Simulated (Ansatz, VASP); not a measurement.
## Ga in VASP and in Ansatz

```xyz
2
Lattice="2.7784 0.0000 0.0000 0.0000 3.2816 0.0000 -1.3434 0.0000 3.9903" Properties=species:S:1:pos:R:3 pbc="T T T"
Ga    2.0957    0.8204    0.9171
Ga   -0.6607    2.4612    3.0732
```

This isn't the form of Ga at room conditions, which is orthorhombic.

Alike in both runs: task single point; functional PBE; k mesh 12 × 10 × 8; occupations gaussian, width 0.05 eV; no spin polarisation.

|  | VASP | Ansatz |
| --- | --- | --- |
| version | VASP 6.6.1 | Ansatz 0.2.0 |
| potentials or method | VASP PAW PBE potentials, release 64 (Ga_d) | scalar-relativistic, plane waves, PAW |
| plane-wave cutoff (eV) | 520 | 500 |
| valence electrons in the cell | 26 | 26 |

|  | VASP | Ansatz | Ansatz less VASP |
| --- | --- | --- | --- |
| gap on the k mesh at the Fermi level (eV) | none | none | - |
| pressure (GPa) | 3.1 | 2.9 | -0.17 |
| largest component of the traceless stress (GPa) | 1.71 | 1.72 | +0.006 |
| rms of the force components (eV/Å) | 0.056 | 0.056 | +0.0003 |

Atom by atom the forces differ by 0.000 eV/Å (rms over components). A gap of «none» marks a metal or a gap that the smearing closes.
